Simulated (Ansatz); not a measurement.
Cartesian coordinates in Å:
```
C 1.1205 0.6631 -0.0749
C 0.1741 -0.4594 -0.4016
C -1.1072 -0.5766 0.3775
O 0.0170 -0.6490 -1.6948
H 2.0586 0.5562 -0.6212
H 0.6870 1.6424 -0.3259
H 1.3348 0.6399 0.9947
H -0.8694 -0.5872 1.4423
H -1.6343 -1.4985 0.1284
H -1.7811 0.2691 0.1757
```

Charge 0, multiplicity 3.

(1) List the ωB97M-V/def2-TZVPP orbital energies in eV (the Gaussian-basis code of Ansatz). (An estimate is asked.)

Answers

(1) Ansatz gave: α occupied: -528.09, -282.84, -281.75, -281.75, -32.56, -24.41, -22.69, -18.39, -16.14, -15.80, -15.77, -13.83, -13.75, -13.26, -13.13, -11.83, -6.92. α empty: 2.74, 3.84, 4.28, 4.70, 5.23, 5.35, 5.75, 6.50. β occupied: -527.33, -282.52, -281.70, -281.70, -30.87, -23.84, -22.44, -17.46, -15.30, -14.97, -14.56, -13.61, -13.20, -12.80, -11.87. β empty: -1.76, 1.44, 2.85, 3.90, 4.30, 4.84, 5.25, 5.43. ⟨S²⟩ = 2.005.
